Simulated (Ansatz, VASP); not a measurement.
Two plane-wave programs on Gd

```xyz
1
Lattice="0.0000 2.5858 2.5858 2.5858 0.0000 2.5858 2.5858 2.5858 0.0000" Properties=species:S:1:pos:R:3 pbc="T T T"
Gd    0.0000    0.0000    0.0000
```

This isn't the form of Gd at room conditions, which is hcp.

Alike in both runs: task single point; functional PBE; k mesh 9 × 9 × 9; occupations fermi-dirac, width 0.05 eV; collinear spin.

```csv
,VASP,Ansatz
version,VASP 6.6.1,Ansatz 0.2.0
potentials or method,"VASP PAW PBE potentials, release 64 (Gd)",Ansatz PAW
plane-wave cutoff (eV),520,420
valence electrons in the cell,18,18
```

|  | VASP | Ansatz | Ansatz less VASP |
| --- | --- | --- | --- |
| gap on the k mesh at the Fermi level (eV) | none | none | - |
| pressure (GPa) | -1.2 | -1.3 | -0.13 |
| net moment per atom (μB) | 7.59 | 7.59 | -0.005 |
| size of the moment on the site where the two differ most (μB) | 6.97 | 7.33 | +0.361 |

Site moments also hang on the region over which each program counts them. A gap of «none» marks a metal or a gap that the smearing closes.

Caveats: spin-orbit coupling is left out, which moves the levels of the heavy elements. The state reached can hang on the start; a lower one may exist.
